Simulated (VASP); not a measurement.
Crystal: Li.

```
Li
1.0
     0.00000    2.20200    2.20200
     2.20200    0.00000    2.20200
     2.20200    2.20200    0.00000
Li
1
Direct
  0.00000 0.00000 0.00000
```

This isn't the form of Li at room conditions, which is bcc.

- Program: VASP 6.6.1
- Task: relaxation of cell and atoms
- Functional: PBE
- Dispersion: D3(BJ)
- Potentials or basis: VASP PAW PBE potentials, release 64 (Li_sv)
- Cutoff: 600 eV
- k mesh: 16 × 16 × 16
- Occupations: gaussian, width 0.1 eV
- Spin: no spin polarisation

At the start: pressure -2.0 GPa; volume 21.35 Å³/atom.

**Question.** Where does the relaxation end?

**Answer.** Over 5 steps the energy falls by 24.0 meV/atom and the volume is 17.99 Å³/atom (-15.7 %); space group Fm-3m (No. 225, to 0.05 Å).

Step by step:
| step | energy change (eV) | largest force (eV/Å) | pressure (GPa) | volume (Å³) |
| --- | --- | --- | --- | --- |
| 1 | 0.0000 | 0.0000 | -2.00 | 21.35 |
| 2 | -0.0093 | 0.0000 | -1.66 | 20.54 |
| 3 | -0.0225 | 0.0000 | -0.60 | 18.75 |
| 4 | -0.0240 | 0.0000 | 0.08 | 17.90 |
| 5 | -0.0240 | 0.0000 | -0.01 | 17.99 |

Final structure:
```
Li
1.0
     0.00000    2.07980    2.07980
     2.07980    0.00000    2.07980
     2.07980    2.07980    0.00000
Li
1
Direct
  0.00000 0.00000 0.00000
```

Caveat: the cutoff is under 1.25 times the usual one of these potentials, so pressure, stress and relaxed cells hold a basis-set (Pulay) error; the volume moved by over 15 % at a fixed basis, so the end points are rough; the volume moved by -16 % from the deposited cell, more than functionals usually miss; pairwise dispersion overbinds metals, which lowers pressure and volume.
